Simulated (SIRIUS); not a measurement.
Runs of SIRIUS 7.12.0 on KF (Carobbiite). Symmetry: Fm-3m, No. 225, cubic system. Conventional cell: a = 5.344 Å, b = 5.344 Å, c = 5.344 Å, α = 90.00°, β = 90.00°, γ = 90.00°. K (site symmetry m-3m) is surrounded by 6 F at 2.67 Å. Around F (site symmetry m-3m) lie 6 K at 2.67 Å. 

| task | level | reference energy of the basis | start of the SCF | gap on the mesh (eV) | V0 of scaled cells (Å³/atom) | B0 (GPa) |
| --- | --- | --- | --- | --- | --- | --- |
| single point | PBEsol | -0.03 Ha | LDA density | (a) | - | - |
| equation of state | PBE | - | - | - | 19.89 | (b) |
| single point | PBE | -0.03 Ha | LDA density | 6.19 | - | - |
| band structure | LDA | -0.03 Ha | LDA density | 5.80 | - | - |
| equation of state | PBEsol | - | - | - | 18.66 | 33 |

Alike in all rows: potentials or basis all-electron FP-LAPW, apw+lo standard; no spin polarisation; cell as given; k mesh 9 × 9 × 9; cutoff (eV) 273; smearing fermi-dirac 0.05 eV.

Fill in the values left out.

(a) 6.05; (b) 29.

Caveats: an odd mesh through Γ misses points on the zone boundary, where band edges often lie (some runs).

Not every run made on this cell is shown here.
